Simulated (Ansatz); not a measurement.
## TePb, space group Fm-3m: a comparison of functionals at one structure

Program: Ansatz's Python interface.

Script `xc_tepb.py`:
```python
"""Functional comparison for TePb (totals differ with the potentials too)."""

from dataclasses import dataclass
import warnings

import ansatz as az
import pandas as pd


@dataclass
class Settings:
    smearing: str = "fixed"


opts = Settings()

warnings.simplefilter("ignore", az.DeckWarning)

xtal = (
    az.Lattice.of([0.0, 3.231, 3.231], [3.231, 0.0, 3.231], [3.231, 3.231, 0.0])
    .atom("Te", [0.5, 0.5, 0.5])
    .atom("Pb", [0.0, 0.0, 0.0])
)

calc = (
    xtal.calculation()
    .occupations(opts.smearing)
    .kpoints(6)
    .forces()
    .stress()
)

rows = []
for value in ["r2scan", "pbesol", "rpbe", "blyp", "pbe"]:
    rep = calc.functional(value).run(threads=1).report
    rows.append((value, rep["free_energy_ev"] / len(rep["lattice"]["sites"]), rep["n_iterations"], sum(rep["stress_gpa"][i][i] for i in range(3)) / 3, max(abs(f) for row in rep["forces_ev_ang"] for f in row), rep["n_kpoints"]))

table = pd.DataFrame(rows, columns=["functional", "F/atom (eV)", "iterations", "P (GPa)", "max component (eV/A)", "k-points"])
print(table.round(5).to_string(index=False))
```

`python xc_tepb.py` gives:
```text
functional  F/atom (eV)  iterations  P (GPa)  max component (eV/A)  k-points
    r2scan  -9458.33806           6  1.54819                   0.0        16
    pbesol  -9328.59504           6 -0.38290                   0.0        16
      rpbe  -9455.64302           6  3.67155                   0.0        16
      blyp  -9466.32667           6  5.34469                   0.0        16
       pbe  -9443.58258           6  2.14229                   0.0        16
```

From lowest to highest: PBEsol (-0.4 GPa), r2SCAN (1.5 GPa), PBE (2.1 GPa), RPBE (3.7 GPa) and BLYP (5.3 GPa). At a fixed cell a lower pressure usually means a smaller equilibrium volume, so PBEsol prefers the smallest cell and BLYP the largest. Gaps by band count in the reports: r2SCAN 1.02 eV, PBEsol 0.66 eV, RPBE 0.79 eV, BLYP 0.83 eV and PBE 0.73 eV (Kohn-Sham values on this mesh, as a rule under measured gaps).

Caveats:
- Forces vanish by symmetry here and test nothing.
- Pressure is positive in compression.
- Spin-orbit coupling, which matters for elements this heavy, is left out.
- The starting cell is as deposited in a crystallographic database; the results hold for this polymorph, which needn't be the stable one.
- Total energies of different functionals can't be compared; pressures, moments and gaps at this one structure can.
- Hardware and time: 12 s on 1 thread of Arm Neoverse V1 (shared host), peak memory 0.63 GiB.
